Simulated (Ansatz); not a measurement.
## Run on Fe3Ge (Pm-3m) — exchange couplings and spin waves by the force theorem

Computed with DFT, LDA, PAW with Ansatz's default frozen-core files, scalar-relativistic (Ansatz 0.2.0).

Command: `ansatz run input.yaml --threads 2 --pin off --max-ram 6144MiB --backend cpu --events-out ev --progress --plain --runs-dir out`

```yaml
crystal:
  lattice:
    - [3.66050052, 0.0, 0.0]
    - [0.0, 3.66050052, 0.0]
    - [0.0, 0.0, 3.66050052]
  atoms:
    - { symbol: Fe, position: [0.0, 0.5, 0.5], spin: 2.1 }
    - { symbol: Fe, position: [0.5, 0.5, 0.0], spin: 2.1 }
    - { symbol: Fe, position: [0.5, 0.0, 0.5], spin: 2.1 }
    - { symbol: Ge, position: [0.0, 0.0, 0.0] }
magnetization:
  spin_polarized: true
kpoints:
  mp_grid: { grid: [8, 8, 8] }
  band_path:
    path:
      - [0.0, 0.0, 0.0]
      - [0.0, 0.5, 0.0]
      - [0.5, 0.5, 0.0]
      - [0.0, 0.0, 0.0]
      - [0.5, 0.5, 0.5]
      - [0.0, 0.5, 0.0]
      - [0.5, 0.5, 0.5]
      - [0.5, 0.5, 0.0]
    npoints: 8
scf:
  occupations: { method: fermi_dirac, width: 0.03 }
  lower_state_search: "off"
hamiltonian:
  xc: lda
  pseudopotentials: { kind: paw }
output:
  eigenvalues: false
  eigenstates:
    nscf_kmesh: { grid: [8, 8, 8] }
    top_band: c42
    exchange_couplings: { magnetic: [{ species: Fe }] }
  write_density: true
  write_potential: true
  elf: true
  volumetric_format: npy
```

Log:

```
settings of this run that can trade accuracy for cost: output.eigenvalues: false. Do not mix this run's numbers with those of runs without the same settings; the input reference describes each key
Engine: ansatz 0.2.0
Pseudopotentials: kind: paw
Pseudopotential: Fe, paw, valence charge 16, recommended cutoff 420 eV (normal), Fe.paw.azcp
Pseudopotential: Ge, paw, valence charge 14, recommended cutoff 420 eV (normal), Ge.paw.azcp
Functional definition: SPW92
  exchange = slater_x
  correlation = pw_c
Crystal: 4 atoms, lattice volume = 49.048 Å³
Basis set: ecut = 420 eV, 949 PW (Γ)
Bands: 41, of which v1, the nominal top of the filled ones, is band 31 counted from 1 (30 counted from 0)
Symmetry: 48 space group operations
Space group: Pm-3m (ITA 221), of the structure as read, at distance tolerance 3.7e-5 Å
Magnetic group: BNS 221.92 (UNI 1594), of the structure as read, at distance tolerance 3.7e-5 Å
k-points: 35 of 512
Non-local potential: Fe, projectors of the file, l = 0: 3, l = 1: 2, l = 2: 3, l = 3: 1
Non-local potential: Ge, projectors of the file, l = 0: 2, l = 1: 2, l = 2: 3, l = 3: 1
PAW form: soft (Blöchl's): semilocal exchange-correlation on the pseudo side does not see the compensation charge
PAW frozen core: Fe, regenerated for the run's functional, and the local potential with it (the file was generated under x = pbe(κ = 0.804, μ = 0.2195149727645171), c = pbe(β = 0.06672455060314922))
PAW frozen core: Ge, regenerated for the run's functional, and the local potential with it (the file was generated under x = pbe(κ = 0.804, μ = 0.2195149727645171), c = pbe(β = 0.06672455060314922))
PAW one-centre angular grid: Fe, 590 points (default); XC on 64 Gauss nodes
PAW one-centre angular grid: Ge, 590 points (default); XC on 64 Gauss nodes
Initial density: superposition of atomic densities (chi_scale 0.1, normalization cell)
Starting moments: Σ|m| = 6.3 μB on 3 of 4 sites
Initial wavefunctions: pseudopotential atomic-orbital guess
[...]
E sigma→0 (E₀):  -17475.750215 eV
Entropy (-TS):   -0.011124 eV (-2.781 meV/atom)
Fermi energy:    17.382718 eV
--- Per-component energies (eV) ---
  E_band       = -727.549979
  E_kinetic    = 1166.261282
  E_local      = -8293.131963  (includes V_loc(G=0)·N_el)
  E_nonlocal   = 1093.892400
  E_hartree    = 3521.920718
  E_xc         = -426.694989
  E_vxc        = -520.129248  (∫ρ·V_xc dr)
  E_paw        = -5861.557330  (= ΣΔE_a)
  E_vpaw       = -1218.271014  (= ΣTr[D̂ρ^β])
  E_aug_tail   = 0.002655  (compensation charges beyond the density's cutoff)
  E_ewald      = -8679.550360
  E_core_change = 3.112933  (= ΣΔE_core)
  E_smearing   = -0.011124  (= −TS)
  E_closure    = 0.000000  (closes the sum)
  Σ components = -17475.755778   (vs F -17475.755778, Δ=0.00e0)
--- Band table (eV; the first three rows and the last of 70) ---
  k-point 0 ↑: bands = ["-70.1385", "-70.0831", "-70.0831", "-36.6600", "-36.6600", "-36.6600", "-36.5366", "-36.5366", "-36.5366", "-36.4365", "-36.4365", "-36.4365", "-7.4637", "-7.4637", "-7.4580", "-7.4580", "-7.4580", "5.2004", "11.8776", "13.1609", "13.1609", "13.4459", "13.4459", "13.4459", "15.3969", "15.3969", "15.3969", "16.1479", "16.1479", "16.1830", "16.1830", "16.1830", "16.8048", "1 …
  k-point 1 ↑: bands = ["-70.1366", "-70.0850", "-70.0831", "-36.6552", "-36.6552", "-36.6524", "-36.5380", "-36.5380", "-36.5371", "-36.4452", "-36.4400", "-36.4400", "-7.4631", "-7.4610", "-7.4578", "-7.4578", "-7.4578", "5.3625", "11.9309", "12.9067", "13.2829", "13.4273", "13.4273", "13.4915", "15.0933", "15.0933", "15.3417", "15.6024", "16.1424", "16.1461", "16.3026", "16.3026", "16.7232", "1 …
  k-point 2 ↑: bands = ["-70.1314", "-70.0901", "-70.0831", "-36.6423", "-36.6423", "-36.6308", "-36.5425", "-36.5425", "-36.5381", "-36.4694", "-36.4485", "-36.4485", "-7.4617", "-7.4575", "-7.4572", "-7.4572", "-7.4544", "5.8235", "11.5857", "12.5467", "13.3499", "13.3499", "13.6144", "13.6194", "14.8157", "14.8157", "15.1030", "15.1955", "15.9024", "16.1221", "16.1221", "16.1230", "16.5026", "1 …
  k-point 34 ↓: bands = ["-67.7255", "-67.7255", "-67.7255", "-34.3868", "-34.3868", "-34.3868", "-34.3797", "-34.1762", "-34.1762", "-34.1762", "-34.0698", "-34.0698", "-7.4861", "-7.4861", "-7.4861", "-7.4588", "-7.4588", "8.2425", "13.7355", "13.7355", "13.7355", "14.0581", "14.0581", "14.0581", "16.4993", "16.4993", "16.4993", "17.0967", "17.5486", "17.5486", "17.5486", "17.8575", "17.8575", " …
settings of this run that can trade accuracy for cost: output.eigenvalues: false. Do not mix this run's numbers with those of runs without the same settings; the input reference describes each key
```

exchange_couplings.tsv:

```
# site	partner	cell_1	cell_2	cell_3	displacement_x_ang	displacement_y_ang	displacement_z_ang	distance_ang	coupling_mev
# format = ansatz-exchange-couplings/3
# nscf_kmesh_grid = 8 8 8
# n_bands = 73
# mesh_fermi_ev = 17.383
# occupation_method = fermi_dirac
# smearing_width_ev = 0.03
# xc_rung = lda
# a1_ang = 3.6605 0 0
# a2_ang = 0 3.6605 0
# a3_ang = 0 0 3.6605
# atom = 0 Fe magnetic 0 0.5 0.5 2.1094 2.4211 0.016593 1
# atom = 1 Fe magnetic 0.5 0.5 0 2.1094 2.4211 0.016593 1
# atom = 2 Fe magnetic 0.5 0 0.5 2.1094 2.4211 0.016593 1
# atom = 3 Ge relaxed 0 0 0 -0.012337 0.012647 -3.396e-05 -
# moments = constrained
# kernel_scale = 1.0011
# constrained_moments_mub = 2.1404 2.1404 2.1404
# turning_moments_mub = 2.1053 2.1053 2.1053
# field_residual = 0.0013244
# moved_by_upper_bands = 0.0046497
# mean_field_moved_by_upper_bands = 0.0032649
# mean_field_temperature_k = 1210.4
# mean_field_q_frac = 0 0 0
# ordering_temperature_k = 789.04
# no_stiffness = unsettled
# whole_within_ang = 14.642
0	1	-1	0	0	-1.8303	0	-1.8303	2.5884	21.939
0	1	-1	0	1	-1.8303	0	1.8303	2.5884	21.939
0	1	0	0	0	1.8303	0	-1.8303	2.5884	21.939
0	1	0	0	1	1.8303	0	1.8303	2.5884	21.939
0	2	-1	0	0	-1.8303	-1.8303	0	2.5884	21.939
0	2	-1	1	0	-1.8303	1.8303	0	2.5884	21.939
0	2	0	0	0	1.8303	-1.8303	0	2.5884	21.939
0	2	0	1	0	1.8303	1.8303	0	2.5884	21.939
1	0	0	0	-1	-1.8303	0	-1.8303	2.5884	21.939
1	0	0	0	0	-1.8303	0	1.8303	2.5884	21.939
1	0	1	0	-1	1.8303	0	-1.8303	2.5884	21.939
1	0	1	0	0	1.8303	0	1.8303	2.5884	21.939
1	2	0	0	-1	0	-1.8303	-1.8303	2.5884	21.939
1	2	0	0	0	0	-1.8303	1.8303	2.5884	21.939
1	2	0	1	-1	0	1.8303	-1.8303	2.5884	21.939
1	2	0	1	0	0	1.8303	1.8303	2.5884	21.939
2	0	0	-1	0	-1.8303	-1.8303	0	2.5884	21.939
2	0	0	0	0	-1.8303	1.8303	0	2.5884	21.939
[...]
```

magnon_bands.tsv:

```
# distance_inv_ang	q_1	q_2	q_3	is_on_mesh	least_cost_mev	mode	energy_mev	sense
# format = ansatz-magnon-bands/1
# nscf_kmesh_grid = 8 8 8
# whole_turn_by_bands_mev = 24.873
# magnetic_atoms = 0 1 2
# least_rotation_mev = 27.87
# least_rotation_q_frac = 0 0 0.125
# least_rotation_pattern = 1.0107 0 0.90387 -0.37439 1.0107 1.9004e-16
# least_rotation_in_cell_mev = 802.74
# least_rotation_in_cell_q_frac = 0 0 0
# least_rotation_in_cell_pattern = 1.4142 0 -0.70711 2.5575e-18 -0.70711 2.1313e-18
0	0	0	0	1	0	1	0	1
0	0	0	0	1	0	2	508.39	1
0	0	0	0	1	0	3	508.39	1
0.10728	0	0.0625	0	0	9.9947	1	6.3298	1
0.10728	0	0.0625	0	0	9.9947	2	498.5	1
0.10728	0	0.0625	0	0	9.9947	3	506.4	1
0.21456	0	0.125	0	1	27.87	1	17.651	1
0.21456	0	0.125	0	1	27.87	2	471.43	1
0.21456	0	0.125	0	1	27.87	3	504.13	1
0.32184	0	0.1875	0	0	39.61	1	25.086	1
0.32184	0	0.1875	0	0	39.61	2	435.56	1
0.32184	0	0.1875	0	0	39.61	3	504.78	1
0.42912	0	0.25	0	1	54.165	1	34.304	1
0.42912	0	0.25	0	1	54.165	2	400.36	1
0.42912	0	0.25	0	1	54.165	3	504.5	1
0.5364	0	0.3125	0	0	84.558	1	53.552	1
0.5364	0	0.3125	0	0	84.558	2	366.8	1
0.5364	0	0.3125	0	0	84.558	3	501.94	1
0.64368	0	0.375	0	1	121.09	1	76.688	1
0.64368	0	0.375	0	1	121.09	2	330.06	1
0.64368	0	0.375	0	1	121.09	3	504.08	1
0.75096	0	0.4375	0	0	144.71	1	91.645	1
0.75096	0	0.4375	0	0	144.71	2	295.28	1
0.75096	0	0.4375	0	0	144.71	3	513.13	1
0.85824	0	0.5	0	1	151.5	1	95.945	1
0.85824	0	0.5	0	1	151.5	2	280.19	1
0.85824	0	0.5	0	1	151.5	3	518.72	1
0.96552	0.0625	0.5	0	0	164.3	1	104.06	1
0.96552	0.0625	0.5	0	0	164.3	2	282.06	1
0.96552	0.0625	0.5	0	0	164.3	3	510.51	1
1.0728	0.125	0.5	0	1	190.62	1	120.72	1
1.0728	0.125	0.5	0	1	190.62	2	286.97	1
1.0728	0.125	0.5	0	1	190.62	3	484.92	1
1.1801	0.1875	0.5	0	0	214.8	1	136.04	1
[...]
```

In the table E = −Σ J e_i·e_j over ordered pairs, so positive J favours parallel moments; the file's long notes are left out. Convergence in k wasn't tested.

Site moments (μB): Fe1 2.14, Fe2 2.14, Fe3 2.14, Ge4 -0.10. Cell moment 6.31 μB.

The magnetic group in the log treats spin as a scalar label, without spin–orbit coupling.

The PAW files were made with PBE; the program remakes their cores once for the run's functional and then keeps them frozen. The Ansatz runs typed with the search for lower states off end where their start leads. None of this fixes the real material's magnetic order: only patterns that fit the cell were computed, at zero temperature, with a functional that can overstate moments.

It took 3.7 min on 2 threads of Arm Neoverse V1, on a shared host, peak memory 0.98 GiB.
